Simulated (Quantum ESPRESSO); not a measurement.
Te under changes of volume

One of the cells (31.146 Å³/atom); the others are scaled copies at fixed shape and fractional positions:

```
Te
1.0
     2.30590    1.33131    1.69095
    -2.30590    1.33131    1.69095
     0.00000   -2.66263    1.69095
Te
1
Cartesian
  0.0000 0.0000 2.5364
```

This isn't the form of Te at room conditions, which is trigonal, of chains.

```yaml
Program: Quantum ESPRESSO 7.5
Functional: r2SCAN
Potentials_or_basis: SG15 PBE 1.2
Cutoff: 952 eV
Density_cutoff: 3810 eV
k_mesh: 7 × 7 × 7
Occupations: fermi-dirac, width 0.05 eV
Spin: no spin polarisation
```

```csv
volume (Å³/atom),energy over the lowest point (meV/atom),pressure (GPa)
29.277,34.47,5.2
29.900,17.43,3.6
30.523,6.44,2.1
31.146,0.83,0.8
31.769,0.00,-0.4
32.392,?,?
33.015,10.55,-2.3
```

**Question.** What does the run at 32.392 Å³/atom give?

**Answer.** Energy over the lowest point 3.40 meV/atom; pressure -1.4 GPa.

Worked out: A Birch-Murnaghan fit of order 3 (a polynomial in V^(-2/3)) to the other rows has its minimum at 31.57 Å³/atom with B0 = V·E''(V) = 57 GPa and B' = 5.0 at fixed shape and positions, which overstates the stiffness. It gives 3.39 meV/atom at 32.392 Å³/atom, against the run's 3.40, and -dE/dV = -1.4 GPa, against -1.4.

Energies are extrapolated to zero smearing.

Caveats: the potentials were made for another functional, which shifts forces and pressure.
